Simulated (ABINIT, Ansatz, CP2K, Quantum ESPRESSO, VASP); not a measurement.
## TiSi2: 5 runs at one level of theory

```
Ti Si
1.0
     4.37464    0.00000    0.00000
    -2.18732    3.78855    0.00000
     0.00000    0.00000    2.56101
Ti Si
1 2
Direct
  0.99981 0.99711 0.01673
  0.33595 0.67828 0.48932
  0.66436 0.33168 0.49950
```

The cell comes from a database or a generator and needn't be the stable form of this composition.

Atoms were shifted at random by some hundredths of an Å from the given cell, which wasn't relaxed again for these runs.

Alike in all runs: task single point; functional PBE; k mesh 7 × 7 × 10; occupations fermi-dirac, width 0.05 eV; no spin polarisation; no spin-orbit coupling. Pressure is positive in compression and, in plane waves, holds the error of the finite cutoff.

| program and potentials | plane-wave cutoff (eV) | notes | pressure (GPa) | largest force (eV/Å) | energy over the undisturbed cell (meV/atom) |
| --- | --- | --- | --- | --- | --- |
| CP2K, POTENTIAL_UZH Ti GTH-PBE-q12, Si GTH-PBE-q4; TZVP-MOLOPT-PBE-GTH basis | - | atomic basis | -0.15 | 0.380 | 4.38 |
| Ansatz, all-electron LAPW, scalar-relativistic | - | - | 0.14 | 0.379 | - |
| ABINIT, JTH PAW PBE v2.0 | 408 | - | 0.31 | 0.379 | 4.62 |
| VASP, PBE PAW files Si, Ti_sv, 520 eV | 520 | - | 0.07 | 0.379 | - |
| Quantum ESPRESSO, SSSP 1.3 efficiency PBE | 748 | - | 0.16 | 0.380 | 4.63 |

Force on atom 2 (Si), eV/Å:

```
                                                      program and potentials      x       y      z
CP2K, POTENTIAL_UZH Ti GTH-PBE-q12, Si GTH-PBE-q4; TZVP-MOLOPT-PBE-GTH basis  0.077  -0.357  0.105
                              Ansatz, all-electron LAPW, scalar-relativistic  0.076  -0.354  0.113
                                                    ABINIT, JTH PAW PBE v2.0  0.076  -0.353  0.113
                                       VASP, PBE PAW files Si, Ti_sv, 520 eV  0.076  -0.354  0.113
                                   Quantum ESPRESSO, SSSP 1.3 efficiency PBE  0.076  -0.355  0.114
```

The pressure spans -0.15 (CP2K, POTENTIAL_UZH Ti GTH-PBE-q12, Si GTH-PBE-q4; TZVP-MOLOPT-PBE-GTH basis) to 0.31 GPa (ABINIT, JTH PAW PBE v2.0), with all-electron results at 0.14. Rows in atomic bases carry the error of their basis and grid, which can be large.

The functional is the same throughout but for its coding, so the spread measures potentials, basis and numerics; runs on potential files found faulty are left out.
